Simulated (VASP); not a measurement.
Runs of VASP 6.6.1 on AlN. The structure is hexagonal, space group P6_3mc (No. 186). Conventional cell: a = 3.113 Å, b = 3.113 Å, c = 4.982 Å, α = 90.00°, β = 90.00°, γ = 120.00°. Al (site symmetry 3m) is surrounded by 4 N at 1.89 to 1.90 Å. N (site symmetry 3m) has 4 Al at 1.89 to 1.90 Å as nearest neighbours. 

```tsv
task	level	potentials or basis	cell	cutoff (eV)	gap on the mesh (eV)	pressure (GPa)	largest force (eV/Å)
band structure	LDA	VASP PAW LDA potentials, release 64 (Al, N)	as given	520	4.21	(a)	0.01
band structure	r2SCAN	VASP PAW PBE potentials, release 64 (Al, N)	as given	520	(b)	-1.4	0.01
relaxation of cell and atoms	PBEsol	VASP PAW PBE potentials, release 64 (Al, N)	relaxed	600	4.12	0.1	-
band structure	PBEsol	VASP PAW PBE potentials, release 64 (Al, N)	as given	520	4.12	0.1	-
band structure	TB-mBJ	VASP PAW PBE potentials, release 64 (Al, N)	as given	520	5.35	-	-
```

Alike in all rows: no spin polarisation; k mesh 12 × 12 × 6; smearing gaussian 0.03 eV.

Task: Fill in the values left out.

Result: (a) -4.2; (b) 4.87.

Caveats: the PAW data sets were made with another functional, which shifts forces and pressure a little (some runs).

A k mesh can miss the band edges.
